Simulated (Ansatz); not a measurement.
**NiO2 in Ansatz: the effect of functional**

The system is NiO2.

```
CELL_PARAMETERS angstrom
1.41141 0.81488 7.02048
-1.41141 0.81488 7.02048
0.00000 -1.62976 7.02048
ATOMIC_POSITIONS crystal
Ni 0.00000 0.00000 0.00000
O 0.37879 0.37879 0.37879
O 0.62121 0.62121 0.62121
```

The cell comes from a database or a generator and needn't be the stable form of this composition.

The cell isn't the ideal one: volume scaled by 1.02.

Alike in all runs:

```yaml
Program: Ansatz 0.2.0
Task: single point
Potentials_or_basis: Ansatz PAW
k_mesh: 11 × 11 × 11
Occupations: fermi-dirac, width 0.05 eV
Spin: collinear spin, ferromagnetic start
Starting_moments: "[1.0, 0.0, 0.0] μB"
```

```csv
functional,cutoff,gap on the mesh (eV),pressure (GPa),largest force (eV/Å)
LDA,420 eV (not typed: the program's choice for these potentials),1.16,-10.0,1.21
PBEsol,420 eV (not typed: the program's choice for these potentials),?,?,?
r2SCAN,500 eV (not typed: the program's choice for these potentials),1.74,-6.6,0.72
```

What does the run with functional PBEsol give?

gap on the mesh 1.22 eV; pressure -6.0 GPa; largest force 0.75 eV/Å.

Caveats: odd divisions of the mesh miss points on the zone boundary, where band edges often lie, so the gap on the mesh can be too wide; the PAW data sets come from PBE, with cores solved anew for the run's functional, which leaves a small shift of forces and pressure; the starting moments weren't kept; forces of over 1 eV/Å show positions far from the minimum, so gaps and moduli don't describe the material at rest (some runs); the magnetic or orbital state may not be the lowest (some runs).

A k mesh can miss the band edges.
